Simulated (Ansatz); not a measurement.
## Structure search for GdO4

Theory: DFT PBE, scalar-relativistic, plane waves, PAW (Ansatz 0.2.0). Settings: cutoff 420 eV, Γ-centred meshes spaced at most about 0.3 Å⁻¹, and about 0.25 Å⁻¹ or finer for metals (2π included), Gaussian smearing. Spin is collinear.

Formation energies are uncorrected and refer to the elements' standard structures at the same level (O₂ as a molecule).

These are static total energies at zero pressure. The comparison covers the computed candidates alone. In such compounds of Gd a zero gap at this level may well be an artefact, since no Hubbard U is applied. Another magnetic order may lie lower.

Invented guesses were relaxed alike, and ends that match in structure, energy and magnetic state were merged. ΔE counts from the first row. Coordination counts O atoms around Gd (those within 1.25 times the shortest such distance or 1.15 times the sum of covalent radii; a plus sign parts nearer from farther groups). The ends were matched against large subsets of the Crystallography Open Database and the Materials Project, so a missing match doesn't prove that a structure is unreported.

```csv
#,reached from,type and space group,atoms,Å³/atom,coordination,ΔE (meV/atom),gap on mesh (eV),moments,in databases
1,random cell,R-3m (No. 166),5,11.2,Gd 14,0,0.00,"parallel, 6.8 μB, with smaller opposite ones on O",no match
2,FeCl4 type (Cmmm),Cmmm (No. 65),5,13.4,Gd 2+8,91,0.00,"opposed, unequal moments (Gd +6.7, O -0.3 μB)",no match
3,SrGa4 type (I4/mmm),I4/mmm (No. 139),5,11.1,Gd 2+8,360,0.00,"parallel, 6.8 μB",no match
4,"GeF4 type (I-43m), changed on relaxing",Im-3m (No. 229),5,15.2,Gd 8,706,0.00,"opposed, unequal moments (Gd +6.7, O -1.2 μB)",no match
5,random cell,P6/mmm (No. 191),5,16.6,Gd 8,742,0.00,"opposed, unequal moments (Gd +6.6, O -0.5 μB)",no match
6,SnI4 type (P-43m),P-43m (No. 215),5,13.4,Gd 4,1129,0.00,"opposed, unequal moments (Gd +6.6, O -1.1 μB)",no match
```

The lowest: Space group R-3m (No. 166), trigonal, a = 4.307 Å, c = 10.442 Å. Gd has 8 O at 2.47–2.52 Å and 6 O at 2.69 Å; O on its first site has 1 O at 1.40 Å and 3 Gd at 2.52 Å; around O on its second site lie 1 O at 1.40 Å, 1 Gd at 2.47 Å, 3 O at 2.57 Å and 3 Gd at 2.69 Å. Its energy over the elements is −1.36 eV/atom. Whether it is stable depends on the other phases of the system, which aren't compared here. An observed structure of this formula, if there is one, may be missing.

Space group R-3m:H (No. 166). a = 4.307 Å, b = 4.307 Å, c = 10.442 Å, α = 90.00°, β = 90.00°, γ = 120.00°
```tsv
atom	site	symmetry	x	y	z
Gd	3a	-3m	0.0000	0.0000	0.0000
O	6c	3m	0.3333	0.6667	0.0369
O	6c	3m	0.3333	0.6667	0.4305
```

The second: Space group Cmmm (No. 65), orthorhombic, a = 3.730 Å, b = 7.917 Å, c = 4.522 Å. Gd is surrounded by 2 O at 2.23 Å and 8 O at 2.54–2.56 Å; O on a site of symmetry m2m has 2 O at 1.93 Å, 1 Gd at 2.23 Å and 2 Gd at 2.54 Å; O on a site of symmetry 2mm is surrounded by 1 O at 1.31 Å, 1 O at 2.42 Å and 2 Gd at 2.56 Å. Counting O atoms around Gd, the first has Gd 14 and the second has Gd 2+8. The first and the second both hold O–O pairs. Cells relaxed within their symmetry can be saddle points.

```cif
data_structure
_symmetry_space_group_name_H-M 'Cmmm'
_symmetry_Int_Tables_number 65
_cell_length_a 3.7298
_cell_length_b 7.9174
_cell_length_c 4.5224
_cell_angle_alpha 90.000
_cell_angle_beta 90.000
_cell_angle_gamma 90.000
_cell_volume 133.55
loop_
_atom_site_label
_atom_site_type_symbol
_atom_site_symmetry_multiplicity
_atom_site_Wyckoff_symbol
_atom_site_fract_x
_atom_site_fract_y
_atom_site_fract_z
_atom_site_occupancy
Gd1 Gd 2 c 0.50000 0.00000 0.50000 1
O1 O 4 j 0.00000 0.21828 0.50000 1
O2 O 4 g 0.17598 0.00000 0.00000 1
```

Some structure types and database cells were kept out of the candidates from the start, so a known form may be missing.
